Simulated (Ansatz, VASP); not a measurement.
# Two plane-wave programs on SiO2

```xyz
6
Lattice="-2.4808 2.4808 3.6732 2.4808 -2.4808 3.6732 2.4808 2.4808 -3.6732" Properties=species:S:1:pos:R:3 pbc="T T T"
Si    0.0000    0.0000    0.0000
Si    0.0000    2.4808    1.8366
O     1.2404    2.9913    2.7549
O     0.5105    1.2404    0.9183
O    -1.2404    1.9703    2.7549
O    -0.5105    3.7212    0.9183
```

Alike in both runs: functional PBE; k mesh 6 × 6 × 6; occupations gaussian, width 0.02 eV; no spin polarisation.

Ansatz relaxed the structure, and its values are those at the end. VASP's run is a single point on that final structure, the one shown.

```csv
,VASP,Ansatz
version,VASP 6.6.1,Ansatz 0.2.0
potentials or method,"VASP PAW PBE potentials, release 64 (Si, O)","scalar-relativistic, plane waves, PAW"
plane-wave cutoff (eV),520,420
valence electrons in the cell,32,32
```

VASP gave:

| Property | Result |
| --- | --- |
| gap on the k mesh at the Fermi level (eV) | 5.84 |
| least direct gap on the mesh (eV) | 5.84 |
| pressure (GPa) | 0.9 |

Question: What did Ansatz give for the same quantities?

Answer: gap on the k mesh at the Fermi level (eV): 5.84; least direct gap on the mesh (eV): 5.84; pressure (GPa): 0.8.

The functional is the same, so the differences come from potentials, cutoffs and numerics.

A k mesh can miss the band edges. Expect the measured gap to be larger: semilocal functionals such as PBE lack the derivative discontinuity.
